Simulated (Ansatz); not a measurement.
# What DFT gives for O

```
O
1.0
    -1.24132    1.24132    1.24132
     1.24132   -1.24132    1.24132
     1.24132    1.24132   -1.24132
O
1
Direct
  0.00000 0.00000 0.00000
```

The numbers come from plane-wave PAW DFT (Ansatz): r2SCAN, no spin polarisation, 500 eV, 19×19×19 Γ-centred k points, fermi-dirac occupations (width 0.1 eV). Nothing was relaxed.

Task: Describe some of the short contacts.

Result: O–O at 2.15 Å: least valence density 0.32 e/Å³ and ELF 0.15 there. Both are smooth PAW fields, read partly inside the augmentation spheres.

Task: Is the cell too large or too small?

Result: The pressure is -3.1 GPa (compression positive), so with the atoms held at these fractions the cell would first shrink.

Task: Metal or insulator?

Result: It is a metal, with about 0.84 states/eV a cell as the mean within 0.25 eV of the Fermi level, mostly O p (99 %).

Origin: a known structure type with other elements, at an estimated volume, so it need not be a known compound. Caveats: many states at the Fermi level without spin polarisation, so a magnetic state may lie lower.
